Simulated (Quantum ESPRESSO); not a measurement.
Crystal: NbP.

```
Nb P
1.0
    -1.67492    1.67492    5.74011
     1.67492   -1.67492    5.74011
     1.67492    1.67492   -5.74011
Nb P
2 2
Direct
  0.24988 0.74988 0.50000
  0.49988 0.49988 0.00000
  0.83275 0.33275 0.50000
  0.08275 0.08275 0.00000
```

The cell is a database's computed one.

Base run:

* Program: Quantum ESPRESSO 7.5
* Functional: PBEsol
* Potentials or basis: GBRV 1.5 PBEsol
* Cutoff: 612 eV
* Density cutoff: 4898 eV
* k mesh: 11 × 11 × 11
* Occupations: fermi-dirac, width 0.05 eV
* Spin: no spin polarisation
* Hubbard terms: Nb d U = 2 eV

Its results: band gap on the k mesh none (metal or under the smearing width); pressure -5.9 GPa; largest force 0.018 eV/Å.

Task: The run is repeated on the same cell with these changes: hubbard terms from Nb d U = 2 eV to Nb d U = 3 eV. What comes out?

Result: Band gap on the k mesh none (metal or under the smearing width); pressure -5.4 GPa; largest force 0.018 eV/Å.

Caveats: U without spin polarisation on a metal has little footing; the U is typed as a test and isn't derived for this compound.
